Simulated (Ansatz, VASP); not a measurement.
TiO2: VASP beside Ansatz

```
Ti O
1.0
     2.70603   -2.70666    0.00000
     2.70603    2.70666    0.00000
    -2.63353    0.00000    4.79664
Ti O
2 4
Cartesian
  2.0477 1.9807 1.1992
  0.7309 -1.9807 3.5975
  -0.6205 -0.6563 3.2001
  3.3990 0.6563 1.5966
  2.0823 -0.6563 3.9949
  0.6963 0.6563 0.8018
```

Alike in both runs: task single point; functional r2SCAN; k mesh 1 × 1 × 1; occupations gaussian, width 0.02 eV; no spin polarisation.

|  | VASP | Ansatz |
| --- | --- | --- |
| version | VASP 6.6.1 | Ansatz 0.2.0 |
| potentials or method | VASP PAW PBE potentials, release 64 (Ti_sv, O) | scalar-relativistic, plane waves, PAW |
| plane-wave cutoff (eV) | 520 | 500 |
| valence electrons in the cell | 48 | 48 |

|  | VASP | Ansatz | Ansatz less VASP |
| --- | --- | --- | --- |
| gap on the k mesh at the Fermi level (eV) | 2.05 | 2.03 | -0.024 |
| least direct gap on the mesh (eV) | 2.05 | 2.03 | -0.024 |
| pressure (GPa) | 14.4 | 13.1 | -1.29 |
| largest component of the traceless stress (GPa) | 1.40 | 1.53 | +0.127 |
| rms of the force components (eV/Å) | 3.116 | 3.146 | +0.0302 |

Atom by atom the forces differ by 0.035 eV/Å (rms over components).

Caveats: the k mesh is coarse (spacing up to 1.76 Å⁻¹), so the values aren't converged; the PAW data sets were made with another functional, which shifts forces and pressure a little (VASP); an odd mesh through Γ misses points on the zone boundary, where band edges often lie. r2SCAN opens gaps a little over a GGA but as a rule still falls short of measured ones.
